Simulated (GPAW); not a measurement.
ZnS (Wurtzite-2H):

```
Zn S
1.0
     3.81100    0.00000    0.00000
    -1.90550    3.30042    0.00000
     0.00000    0.00000    6.23400
Zn S
2 2
Direct
  0.66667 0.33333 0.50000
  0.33333 0.66667 0.00000
  0.66667 0.33333 0.88500
  0.33333 0.66667 0.38500
```

```yaml
Program: GPAW 26.7.0
Task: relaxation of cell and atoms
Functional: PW91
Potentials_or_basis: PAW data sets generated in the run's folder for this functional
Cutoff: 600 eV
Basis: pw
k_mesh: 6 × 6 × 3
Occupations: fermi-dirac, width 0.05 eV
Spin: no spin polarisation
```

At the start: pressure 2.0 GPa; volume 19.60 Å³/atom.

Q: How do energy, volume and symmetry change on relaxing?

A: Over 11 steps the energy falls by 8.3 meV/atom and the volume is 20.10 Å³/atom (+2.5 %); space group P6_3mc (No. 186, to 0.05 Å).

Step by step:
```csv
step,energy change (eV),largest force (eV/Å),pressure (GPa),volume (Å³)
1,0.0000,0.3239,1.98,78.41
2,-0.0085,0.2757,1.73,78.61
3,-0.0310,0.0351,0.45,79.85
4,-0.0314,0.0178,0.44,79.86
5,-0.0324,0.0190,0.24,80.08
6,-0.0329,0.0240,0.02,80.32
7,-0.0330,0.0158,-0.09,80.45
8,-0.0331,0.0092,-0.11,80.47
9,-0.0331,0.0010,-0.12,80.48
10,-0.0332,0.0084,-0.10,80.45
11,-0.0332,0.0087,-0.04,80.39
```

Final structure:
```yaml
crystal:
  lattice:
    - [3.83992, 0.00000, 0.00000]
    - [-1.91996, 3.32547, 0.00000]
    - [0.00000, 0.00000, 6.29525]
  atoms:
    - { symbol: Zn, position: [0.66667, 0.33333, 0.50542] }
    - { symbol: Zn, position: [0.33333, 0.66667, 0.00542] }
    - { symbol: S, position: [0.66667, 0.33333, 0.87967] }
    - { symbol: S, position: [0.33333, 0.66667, 0.37967] }
```

Caveat: later steps reuse the first step's grids.
